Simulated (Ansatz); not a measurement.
NaH (CsCl type), DFT, PBE, norm-conserving pseudopotentials, Ansatz's default files, scalar-relativistic (Ansatz 0.2.0), on 1 thread of Arm Neoverse V2 (shared host).

Command: `ansatz run input.yaml --threads 1 --pin off --max-ram 2048MiB --backend cpu --events-out ev --progress --plain --runs-dir out`

```yaml
crystal:
  lattice:
    - [2.7967998266, 0.0, 0.0]
    - [0.0, 2.7967998266, 0.0]
    - [0.0, 0.0, 2.7967998266]
  atoms:
    - { symbol: Na, position: [0.0, 0.0, 0.0] }
    - { symbol: H, position: [0.5, 0.5, 0.5] }
kpoints:
  mp_grid: { grid: [12, 12, 12] }
scf:
  occupations: { method: fermi_dirac, width: 0.08 }
hamiltonian:
  xc: pbe
  pseudopotentials: { kind: nc }
output:
  forces: true
  stress: true
  eigenvalues: true
```

Question: How large is the problem that the program sets up?

Answer: 84 irreducible k-points, 2103 plane waves at Γ, 9 bands.

Question: About how long does it take?

Answer: 3.3 s of wall time for 6 SCF iterations. Times on shared machines scatter by tens of per cent.
